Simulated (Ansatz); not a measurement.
Input and command of a plane-wave DFT calculation in Ansatz:

```yaml
crystal:
  lattice:
    - [4.1620608652, 0.0, 0.0]
    - [0.0, 3.9619617851, 0.0]
    - [0.0, 0.0, 6.4157155489]
  atoms:
    - { symbol: Cu, position: [0.5, 0.5, -0.0029259991] }
    - { symbol: Cu, position: [0.0, 0.0, 0.0029259991] }
    - { symbol: I, position: [0.5, 0.0, 0.2612475147] }
    - { symbol: I, position: [0.0, 0.5, 0.7387524853] }
basis:
  ecutwfc: 420
kpoints:
  mp_grid: { grid: [8, 8, 4] }
hamiltonian:
  xc: pbesol
scf:
  occupations: { method: gaussian, width: 0.02 }
output:
  forces: true
  stress: true
  eigenvalues: true
  write_density: true
  write_potential: true
  elf: true
  volumetric_format: npy
relax:
  adjacent_minimum: "off"
  f_tol: 0.008
  max_steps: 40
  cell: { stress_tol: 0.015, fix: [a, angles] }
```

```bash
ansatz run input.yaml --threads 1 --pin off --max-ram 2560MiB --backend cpu --events-out ev --progress --plain --runs-dir out
```

Processor: Intel(R) Xeon(R) 6975P-C (Granite Rapids), 1 thread, on a host shared with other jobs.

Q: Estimate time, memory and problem size.

A: About 93 s on 1 thread of Intel(R) Xeon(R) 6975P-C (Granite Rapids), on a shared host, peak memory 0.61 GiB. It solves 44 bands at 75 k points (the mesh reduced by the symmetry that the task leaves, which can be less than the crystal's) with about 2065 plane waves (on the last cell), in 52 SCF iterations over 7 ionic steps.
